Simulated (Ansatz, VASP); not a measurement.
# Two plane-wave programs on Cu

```
Cu
1.0
     2.53410    0.00000    0.00000
    -1.26705    2.19459    0.00000
     0.00000    0.00000    4.11257
Cu
2
Direct
  0.66667 0.33333 0.75000
  0.33333 0.66667 0.25000
```

This isn't the form of Cu at room conditions, which is fcc.

Alike in both runs: functional LDA; k mesh 7 × 7 × 4; occupations fermi-dirac, width 0.05 eV; no spin polarisation.

|  | VASP | Ansatz |
| --- | --- | --- |
| version | VASP 6.6.1 | Ansatz 0.2.0 |
| potentials or method | VASP PAW LDA potentials, release 64 (Cu) | Ansatz PAW |
| plane-wave cutoff (eV) | 520 | 420 |
| valence electrons in the cell | 22 | 38 |
| task | single point | band structure |

```tsv
	VASP	Ansatz	Ansatz less VASP
gap on the k mesh at the Fermi level (eV)	none	none	-
pressure (GPa)	-7.6	-8.5	-0.88
largest component of the traceless stress (GPa)	0.73	0.77	+0.040
```

A gap of «none» marks a metal or a gap that the smearing closes. The two sets of potentials don't hold the same shells in valence.

Caveats: the k mesh is coarse (spacing up to 0.41 Å⁻¹), so the values aren't converged; the PAW data sets come from PBE, with cores solved anew for the run's functional, which leaves a small shift of forces and pressure (Ansatz).
